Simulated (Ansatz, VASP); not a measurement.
# HfSi15 (a cell with a defect): VASP beside Ansatz

```
CELL_PARAMETERS angstrom
0.00000 5.47009 -5.47009
5.47009 5.47009 0.00000
5.47009 0.00000 -5.47009
ATOMIC_POSITIONS crystal
Hf 0.37500 0.37500 0.37500
Si 0.36941 0.88059 0.36941
Si 0.88059 0.36941 0.36941
Si 0.88059 0.88059 0.36941
Si 0.36941 0.36941 0.88059
Si 0.36941 0.88059 0.88059
Si 0.88059 0.36941 0.88059
Si 0.87500 0.87500 0.87500
Si 0.50926 0.50926 0.97221
Si 0.50259 0.99914 0.99914
Si 0.99914 0.50259 0.99914
Si 0.99914 0.99914 0.99914
Si 0.50926 0.50926 0.50926
Si 0.50926 0.97221 0.50926
Si 0.97221 0.50926 0.50926
Si 0.99914 0.99914 0.50259
```

Alike in both runs: functional PBE; k mesh 1 × 1 × 1; occupations gaussian, width 0.01 eV; no spin polarisation.

Ansatz relaxed the structure, and its values are those at the end. VASP's run is a single point on that final structure, the one shown.

```csv
,VASP,Ansatz
version,VASP 6.6.1,Ansatz 0.2.0
potentials or method,"VASP PAW PBE potentials, release 64 (Hf_pv, Si)","scalar-relativistic, plane waves, PAW"
plane-wave cutoff (eV),520,420
valence electrons in the cell,70,86
```

|  | VASP | Ansatz | Ansatz less VASP |
| --- | --- | --- | --- |
| gap on the k mesh at the Fermi level (eV) | 0.53 | 0.53 | -0.001 |
| least direct gap on the mesh (eV) | 0.53 | 0.53 | -0.001 |
| rms of the force components (eV/Å) | 0.006 | 0.004 | -0.0018 |

The two sets of potentials don't hold the same shells in valence.

Caveats: spin-orbit coupling is left out, which moves the levels of the heavy elements.
